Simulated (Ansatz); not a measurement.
BiTe (R-3m)

Method: DFT PBE, scalar-relativistic, plane waves, PAW in Ansatz 0.2.0.

Cutoff 420 eV; k points 12×12×12 on the computed 2-atom cell (Γ-centred); Gaussian smearing, width 0.10 eV; no spin polarisation.

The structure is relaxed at this level of theory with its symmetry kept. Whether it is the stable form of this composition wasn't checked.

```xyz
2
Lattice="2.4223 1.3985 3.3133 -2.4223 1.3985 3.3133 0.0000 -2.7970 3.3133" Properties=species:S:1:pos:R:3 pbc="T T T"
Bi    0.0000    0.0000    4.9700
Te    0.0000    0.0000    0.0000
```

(1) Formation energy from the elements' standard states (uncorrected)?

(2) Density of states at the Fermi level?

(3) Löwdin character within 0.5 eV of the Fermi level?

(4) Bader charges (e)?

Spin-orbit coupling is left out, which matters for the bands of heavy elements.

## Answers

(1) -0.075 eV/atom.

(2) 1.34 states/eV per cell.

(3) Bi 6p 73 %, Te 5p 19 %.

(4) Bi (1 in the cell) 0.44, Te (1 in the cell) -0.44.